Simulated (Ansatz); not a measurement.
Write the native input for Ansatz 0.2.0 that does the following.

```yaml
Task: relaxation of cell and atoms
Functional: HF
Potentials_or_basis: Ansatz PAW
Cutoff: "420 eV (not typed: the program's choice for these potentials)"
k_mesh: 7 × 7 × 7
Occupations: fermi-dirac, width 0.05 eV
Spin: no spin polarisation
```

Crystal: B.

```
B
1.0
     1.88524    0.00000    0.00000
     0.00000    1.88524    0.00000
     0.00000    0.00000    1.88524
B
1
Direct
  0.50000 0.50000 0.50000
```

The cell was built by a generator and needn't be a form met in nature.

One way to write it, as run:

input

```
crystal:
  lattice:
    - [1.88524, 0.0, 0.0]
    - [0.0, 1.88524, 0.0]
    - [0.0, 0.0, 1.88524]
  atoms:
    - { symbol: B, position: [0.5, 0.5, 0.5] }
hamiltonian:
  xc: hf
  pseudopotentials: { kind: paw }
kpoints:
  mp_grid: { grid: [7, 7, 7] }
scf:
  occupations: { method: fermi_dirac, width: 0.05 }
output:
  forces: true
  stress: true
  eigenvalues: true
relax:
  f_tol: 0.01
  max_steps: 40
  cell: { stress_tol: 0.05 }
```

It gave:

* Relaxed volume: 6.91 Å³/atom
* Relaxed cell: a = 1.904 Å, b = 1.904 Å, c = 1.904 Å, α = 90.00°, β = 90.00°, γ = 90.00°
* Space group after relaxing (to 0.05 Å): Pm-3m (No. 221)
* Energy gained by relaxing: 4.6 meV/atom
* Ionic steps: 5
* Pressure after relaxing: 0.0 GPa
* Band gap on the k mesh: none (metal or under the smearing width)

Caveat: the k mesh is coarse (spacing up to 0.48 Å⁻¹), so the values aren't converged, least of all with exact exchange; the plane-wave basis is chosen anew once the cell has moved, so the energies of steps on either side of that aren't comparable; the PAW data sets come from PBE, with cores solved anew for the run's functional, which leaves a small shift of forces and pressure.

Wall time 18 s on 1 × NVIDIA H100 80GB HBM3 with 2 threads of AMD EPYC 7R13 Processor (Zen 3) (shared host), peak memory 1.4 GiB.
